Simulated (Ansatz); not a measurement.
The slice is one period of a {100} plane through atoms; its size isn't given.

Method: PBEsol (plane waves to 420 eV, PAW, scalar-relativistic; Ansatz, a program for electronic structure). Inside the PAW spheres the values are not all-electron values, and peaks at nuclei hang on which shells count as valence.

```
|99875543322233455789|
|88765443322233445678|
|77655433222223345567|
|65554432222222344555|
|55444322211122234445|
|44433221111111223344|
|33332211100011122333|
|33322211000001122233|
|32222110000000112222|
|22222110000000112222|
|32222110000000112222|
|33322211000001122233|
|33332211100011122333|
|44433221111111223344|
|55444322211122234445|
|65554432222222344555|
|77655433222223345567|
|88765443322233445678|
|99875543322233455789|
|99876543332333456789|
```
Scale: ten equal steps from -1.99 (start of '0') to 1.28 (end of '9'), in the order '0123456789'. Values: log₁₀ of the valence density in e/Å³. The map has 20 points along u (one character each, u = 0 at the left) and 20 along v (v = 0 in the bottom row). The scale is logarithmic, as a density can span decades between atoms and voids.

```
|xxxxxx446688998855332233558899886644xxxx|
|xxxx3355779999774422222244779999775533xx|
|3344556688999966332211223366999988665544|
|6666778899998855331111113355889999887766|
|8888999999886633221100112233668899999988|
|9999999988664422110000001122446688999999|
|8888776655332211000000000011223355667788|
|5555443333221100000000000000112233334455|
|3333222211110000000000000000001111222233|
|2222221111000000000000000000000011112222|
|3333222211110000000000000000001111222233|
|5555443333221100000000000000112233334455|
|8888776655332211000000000011223355667788|
|9999999988664422110000001122446688999999|
|8888999999886633221100112233668899999988|
|6666778899998855331111113355889999887766|
|3344556688999966332211223366999988665544|
|xxxx3355779999774422222244779999775533xx|
|xxxxxx446688998855332233558899886644xxxx|
|xxxxxx336688998855332233558899886633xxxx|
```
Scale: ten equal steps from 0.01 (start of '0') to 0.66 (end of '9'), in the order '0123456789'. Values: electron localisation function (ELF). The map has 20 points along u (two characters each, u = 0 at the left) and 20 along v (v = 0 in the bottom row). Points within 0.5 Å of a nucleus are blanked (x), as the pseudised field means little there.

Q: Which relaxed crystal do these maps come from?
A) ZnTe (zinc blende)
B) BAs (zinc blende)
C) BP (zinc blende)

A: A, ZnTe (zinc blende). Atoms on the slice: Te at (0.00, 0.00)

All were relaxed with their symmetry unable to fall. Spin-orbit coupling is left out. The PAW data are Ansatz's earlier set.
